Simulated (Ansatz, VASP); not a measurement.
Two plane-wave programs on ZnO

```
CELL_PARAMETERS angstrom
3.10130 0.00000 0.00000
-1.55065 2.68580 0.00000
0.00000 0.00000 5.41549
ATOMIC_POSITIONS crystal
Zn 0.66667 0.33333 0.51078
Zn 0.33333 0.66667 0.01078
O 0.66667 0.33333 0.86953
O 0.33333 0.66667 0.36953
```

Alike in both runs: task single point; functional PBEsol; k mesh 9 × 9 × 6; occupations gaussian, width 0.02 eV; no spin polarisation.

|  | VASP | Ansatz |
| --- | --- | --- |
| version | VASP 6.6.1 | Ansatz 0.2.0 |
| potentials or method | VASP PAW PBE potentials, release 64 (Zn, O) | scalar-relativistic, plane waves, PAW |
| plane-wave cutoff (eV) | 520 | 420 |
| valence electrons in the cell | 36 | 36 |

|  | VASP | Ansatz | Ansatz less VASP |
| --- | --- | --- | --- |
| gap on the k mesh at the Fermi level (eV) | 0.62 | 0.63 | +0.013 |
| least direct gap on the mesh (eV) | 0.62 | 0.63 | +0.013 |
| pressure (GPa) | 7.2 | 6.0 | -1.19 |
| largest component of the traceless stress (GPa) | 5.95 | 5.97 | +0.016 |
| rms of the force components (eV/Å) | 0.010 | 0.000 | -0.0101 |

Atom by atom the forces differ by 0.010 eV/Å (rms over components). With one functional, cell and mesh, what is left measures potentials, basis and numerics.

Caveats: the PAW data sets were made with another functional, which shifts forces and pressure a little (VASP).
